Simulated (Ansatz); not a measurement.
## WS2: all-electron results

```
W S
1.0
     0.00000    2.93719    2.93719
     2.93719    0.00000    2.93719
     2.93719    2.93719    0.00000
W S
1 2
Cartesian
  0.0000 0.0000 0.0000
  1.4686 1.4686 1.4686
  4.4058 4.4058 4.4058
```

Atoms are numbered in the order listed.

Conventional cell: a = 5.874 Å, b = 5.874 Å, c = 5.874 Å, α = 90.00°, β = 90.00°, γ = 90.00°. W (atom 1) is surrounded by 8 S at 2.54 Å. S (atom 2) is surrounded by 4 W at 2.54 Å.

The cell was built from the fluorite type and relaxed in the same program, and has space group Fm-3m; it needn't be a known or the stable phase.

Spin–orbit coupling is left out, though it moves levels of the heavy atoms by tenths of an eV or more.

All numbers are computed: DFT, PBE, all-electron LAPW, scalar-relativistic (Ansatz 0.2.0); DFT, PBE, PAW with Ansatz's default frozen-core files, scalar-relativistic (Ansatz 0.2.0).

For LAPW: a Γ-centred 11×11×11 k mesh, Fermi–Dirac smearing of 0.08 eV, basis error target 1 meV/atom, no spin polarisation. PAW takes a cutoff of 420 eV at this cell. The Ansatz runs share mesh, smearing and spin set-up. Values come from LAPW unless marked.

```json
{"Pressure at this cell": "0.10 GPa", "Band gap": "none: bands cross the Fermi level, a metal", "Density of states at the Fermi level (0.2 eV bin)": "3.60 states/eV per cell", "Löwdin charges (with 0.23 e of the cell spilling out of the atomic basis, so their sizes and signs hang on that basis)": "W1 0.49, S2 -0.13 e", "Bader charges (from the PAW run)": "W1 +1.46, S2 -0.73 e", "Volume per atom": "16.89 Å³"}
```
